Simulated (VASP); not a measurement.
The system is ZnO (zincite).

```
Zn O
1.0
     3.24931    0.00000    0.00000
    -1.62465    2.81398    0.00000
     0.00000    0.00000    5.20571
Zn O
2 2
Direct
  0.33333 0.66667 0.50000
  0.66667 0.33333 0.00000
  0.66667 0.33333 0.37901
  0.33333 0.66667 0.87901
```

* Program: VASP 6.6.1
* Task: relaxation of cell and atoms
* Functional: PBE
* Potentials or basis: VASP PAW PBE potentials, release 64 (Zn, O)
* Cutoff: 600 eV
* k mesh: 9 × 9 × 5
* Occupations: gaussian, width 0.03 eV
* Spin: no spin polarisation

At the start: pressure 5.8 GPa; volume 11.90 Å³/atom.

Question: Where does the relaxation end?

Answer: Over 14 steps the energy falls by 8.9 meV/atom and the volume is 12.39 Å³/atom (+4.1 %); space group P6_3mc (No. 186, to 0.05 Å).

The path:
| step | energy change (eV) | largest force (eV/Å) | pressure (GPa) | volume (Å³) |
| --- | --- | --- | --- | --- |
| 1 | 0.0000 | 0.0741 | 5.83 | 47.60 |
| 2 | -0.0270 | 0.0268 | -2.61 | 50.64 |
| 3 | -0.0357 | 0.0011 | -0.01 | 49.59 |
| 4 | -0.0357 | 0.0022 | -0.06 | 49.63 |
| 5 | -0.0357 | 0.0108 | -0.01 | 49.62 |
| 6 | -0.0357 | 0.0152 | -0.10 | 49.62 |
| 7 | -0.0358 | 0.0116 | -0.01 | 49.57 |
| 8 | -0.0357 | 0.0100 | 0.08 | 49.54 |
| 9 | -0.0357 | 0.0103 | 0.14 | 49.54 |
| 10 | -0.0358 | 0.0109 | 0.11 | 49.56 |
| 11 | -0.0358 | 0.0125 | 0.00 | 49.56 |
| 12 | -0.0358 | 0.0103 | 0.12 | 49.56 |
| 13 | -0.0358 | 0.0121 | 0.06 | 49.56 |
| 14 | -0.0358 | 0.0025 | 0.06 | 49.57 |

Final structure:
```
Zn O
1.0
     3.28636    0.00000    0.00000
    -1.64318    2.84607    0.00000
     0.00000    0.00000    5.29982
Zn O
2 2
Direct
  0.33333 0.66667 0.49982
  0.66667 0.33333 0.99982
  0.66667 0.33333 0.37919
  0.33333 0.66667 0.87919
```
